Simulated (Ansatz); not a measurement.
# SnTe (F-43m) in Ansatz: equation of state

Aim: energy against volume of SnTe in PBEsol, for its equilibrium volume and stiffness.

Program: Ansatz 0.2.0. These are calculated values, not measurements. Logs are shortened: lines on timing, memory, paths and dates and some standing lists are left out, and cuts for length are marked.

## Step 1: Starting point

Symmetry: F-43m, No. 216, cubic system. The conventional cell has a = 7.222 Å, b = 7.222 Å, c = 7.222 Å, α = 90.00°, β = 90.00°, γ = 90.00°. Around Te (site symmetry -43m) lie 4 Sn at 3.13 Å. Sn (site symmetry -43m) is surrounded by 4 Te at 3.13 Å.

Measurements of this composition are mostly on another form, of space group No. 225.

## Step 2: Equation of state, PBEsol

Potentials or basis: all-electron LAPW, scalar-relativistic.

No new run: the results of the series are fitted here.

What came out:

| Property | Result |
| --- | --- |
| Equilibrium volume | 44.44 Å³/atom |
| Bulk modulus | 27 GPa |
| Pressure derivative of the bulk modulus | 3.7 |

Energy against volume, from the lowest point:
| volume (Å³/atom) | energy (meV/atom) |
| --- | --- |
| 44.265 | 0.00 |
| 45.207 | 1.01 |
| 46.149 | 5.05 |
| 47.091 | 11.86 |
| 48.033 | 21.19 |
| 48.974 | 32.79 |
| 49.916 | 46.44 |

Spin-orbit coupling is left out, which matters for the levels of Te.
